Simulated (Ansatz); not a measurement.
Starting cell, ZnTe (zinc blende):

```
ZnTe
1.0
    0.00000     3.05670     3.05670
    3.05670     0.00000     3.05670
    3.05670     3.05670     0.00000
Te Zn
1 1
Direct
  0.75000   0.75000   0.75000
  0.00000   0.00000   0.00000
```

Two-dimensional scan of atom 2 (Zn, nearest neighbour Te at 2.647 Å; its periodic images, 4.3 Å or more away, move with it): u runs along (1.000, 0.000, 0.000), v along (0.000, 1.000, 0.000) (Cartesian). Cell and other atoms are fixed.

The numbers are results of r2SCAN (plane waves to 500 eV, PAW, scalar-relativistic; Ansatz, an electronic-structure program), not measurements. k mesh 8×8×8 (Γ-centred), Fermi-Dirac smearing 0.05 eV. E stands for the smeared free energy. Spin-orbit coupling is left out, though Te is heavy. ZnTe was relaxed with its symmetry unable to fall. The zero of ΔE is the undisplaced structure. Axes are in Å.

**Question.** What ΔE (eV/cell) does the calculation give at all points of the grid u = -0.400, -0.267, -0.133, 0.000, 0.133, 0.267, 0.400 by v = -0.400, -0.267, -0.133, 0.000, 0.133, 0.267, 0.400?

**Answer.** ΔE (eV/cell), with u across and v down:

```tsv
v \ u	-0.400	-0.267	-0.133	0.000	0.133	0.267	0.400
-0.400	0.932	0.630	0.444	0.381	0.444	0.630	0.932
-0.267	0.630	0.379	0.225	0.173	0.225	0.379	0.630
-0.133	0.444	0.225	0.090	0.044	0.090	0.225	0.444
0.000	0.381	0.173	0.044	0.000	0.044	0.173	0.381
0.133	0.444	0.225	0.090	0.044	0.090	0.225	0.444
0.267	0.630	0.379	0.225	0.173	0.225	0.379	0.630
0.400	0.932	0.630	0.444	0.381	0.444	0.630	0.932
```

(A displaced cell: forces are minus the slopes of the energy, force constants its curvatures, and phonons follow from these.)
